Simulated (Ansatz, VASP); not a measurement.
**RbBr in VASP and in Ansatz**

Contents of POSCAR:

```
RbBr
1.0
    0.0000000000      3.4608260907      3.4608260907
    3.2621746731      0.0000000000      3.4608260907
    3.2621746731      3.4608260907      0.0000000000
Rb Br
1 1
Direct
    0.0000000000      0.0000000000      0.0000000000
    0.5000000000      0.5000000000      0.5000000000
```

INCAR.step1

```
  PREC = Accurate
  ENCUT = 520
  ISMEAR = 0
  SIGMA = 0.01
  LREAL = False
  LASPH = True
  NELM = 60
  NBANDS = 15
  GGA = PE
  ALGO = Normal
  EDIFF = 1E-4
  LWAVE = True
  LCHARG = False
```

The input INCAR.step2:

```
  PREC = Accurate
  ENCUT = 520
  EDIFF = 1E-7
  ISMEAR = 0
  SIGMA = 0.01
  LREAL = False
  LASPH = True
  NELM = 60
  ALGO = Normal
  ISIF = 2
  LWAVE = False
  LCHARG = False
  METAGGA = R2SCAN
  LMIXTAU = True
  NBANDS = 15
  ISTART = 1
```

KPOINTS

```
regular mesh
0
Gamma
  6 6 6
```

Input for Ansatz:

```yaml
crystal:
  lattice:
    - [0.0, 3.4608260907, 3.4608260907]
    - [3.2621746731, 0.0, 3.4608260907]
    - [3.2621746731, 3.4608260907, 0.0]
  atoms:
    - { symbol: Rb, position: [0.0, 0.0, 0.0] }
    - { symbol: Br, position: [0.5, 0.5, 0.5] }
kpoints:
  mp_grid: { grid: [6, 6, 6] }
  band_path:
    path:
      - [0.0, 0.0, 0.0]
      - [0.5, 0.0, 0.5]
      - [0.625, 0.25, 0.625]
      - [0.375, 0.375, 0.75]
      - [0.5, 0.5, 0.5]
      - [0.5, 0.25, 0.75]
    npoints: 1
hamiltonian:
  xc: r2scan
scf:
  occupations: { method: fixed }
  n_extra_bands: 4
output:
  forces: true
  stress: true
  eigenvalues: true
```

Change from the starting cell: uniaxial_x strain -5.7%.

Alike in both runs: task single point; functional r2SCAN; k mesh 6 × 6 × 6; no spin polarisation.

|  | VASP | Ansatz |
| --- | --- | --- |
| version | VASP 6.6.1 | Ansatz 0.2.0 |
| potentials or method | VASP PAW PBE potentials, release 64 (Rb_sv, Br) | plane waves, PAW |
| plane-wave cutoff (eV) | 520 | 500 |
| occupations | gaussian, width 0.01 eV | fixed |
| valence electrons in the cell | 16 | 16 |

```tsv
	VASP	Ansatz	Ansatz less VASP
gap on the k mesh at the Fermi level (eV)	4.96	4.96	+0.001
pressure (GPa)	1.2	1.2	-0.02
largest component of the traceless stress (GPa)	1.88	1.86	-0.018
```

Caveats: the PAW data sets were made with another functional, which shifts forces and pressure a little (VASP).
